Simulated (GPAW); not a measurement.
A run of GPAW 26.7.0 is set up as follows.

File run.py:

```python
from ase import Atoms
from ase.filters import FrechetCellFilter
from ase.io import write
from ase.optimize import BFGS
from gpaw import GPAW, PW, setup_paths

setup_paths.insert(0, '.')

atoms = Atoms(['Ti', 'B', 'B'],
              cell=[[3.0292, 0.0, 0.0],
                    [-1.5146, 2.6233641531, 0.0],
                    [0.0, 0.0, 3.2284]],
              scaled_positions=[[0.0, 0.0, 0.0],
                                [0.6666666667, 0.3333333333, 0.5],
                                [0.3333333333, 0.6666666667, 0.5]],
              pbc=True)

calc = GPAW(mode=PW(800),
            xc='PBEsol',
            kpts={'size': (7, 7, 6), 'gamma': True},
            occupations={'name': 'fermi-dirac', 'width': 0.05},
            nbands=20,
            convergence={'density': 1e-05, 'forces': 0.0001},
            maxiter=150,
            txt='gpaw.txt')
atoms.calc = calc
opt = BFGS(FrechetCellFilter(atoms), trajectory='relax.traj', logfile='-')
done = opt.run(fmax=0.02, steps=60)
calc.write('gs.gpw')
write('result.traj', atoms)
print('Converged:', done)
print('Cell:', atoms.cell.cellpar().round(4))
print('Volume:', round(atoms.get_volume(), 4))
print(atoms.get_scaled_positions().round(5))
```

Potentials or basis: PAW data sets generated in the run's folder for this functional, pw.

Command:

```bash
$ gpaw-setup -f PBEsol B Ti
$ OMP_NUM_THREADS=1 python run.py
```

Question: Predict the band gap on the k mesh.

Answer: None (metal or under the smearing width).

Question: Estimate the relaxed volume.

Answer: 8.39 Å³/atom.

Question: Predict the relaxed cell.

Answer: a = 3.020 Å, b = 3.020 Å, c = 3.185 Å, α = 90.00°, β = 90.00°, γ = 120.00°.

The path:
```
step  energy change (eV)  largest force (eV/Å)  pressure (GPa)  volume (Å³)
   1              0.0000                0.0000           -4.65        25.66
   2             -0.0024                0.0000           -3.79        25.56
   3             -0.0070                0.0000            0.44        25.14
   4             -0.0071                0.0000            0.36        25.14
   5             -0.0077                0.0000            0.00        25.16
```

Caveat: later steps reuse the first step's grids.
